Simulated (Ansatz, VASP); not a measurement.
**One calculation of Ge, two programs**

```
Ge
1.0
     1.39715   -2.60052    0.00000
     1.39715    2.60052    0.00000
     0.00000    0.00000    2.69823
Ge
1
Direct
  0.50000 0.50000 0.00000
```

This isn't the form of Ge at room conditions, which is diamond.

Alike in both runs: task single point; functional HSE(alpha, omega); k mesh 6 × 6 × 5; occupations fermi-dirac, width 0.05 eV; no spin polarisation.

```csv
,VASP,Ansatz
version,VASP 6.6.1,Ansatz 0.2.0
potentials or method,"VASP PAW PBE potentials, release 64 (Ge_d)",Ansatz PAW
plane-wave cutoff (eV),520,420
valence electrons in the cell,14,14
```

|  | VASP | Ansatz | Ansatz less VASP |
| --- | --- | --- | --- |
| gap on the k mesh at the Fermi level (eV) | none | none | - |
| pressure (GPa) | -0.5 | -0.7 | -0.22 |
| largest component of the traceless stress (GPa) | 7.75 | 7.77 | +0.017 |

A gap of «none» marks a metal or a gap that the smearing closes.

Caveats: the k mesh is coarse (spacing up to 0.47 Å⁻¹), so the values aren't converged, least of all with exact exchange; the PAW data sets were made with another functional, which shifts forces and pressure a little (VASP); the PAW data sets come from PBE, with cores solved anew for the run's functional, which leaves a small shift of forces and pressure (Ansatz); the thresholds are loose for stress (Ansatz).
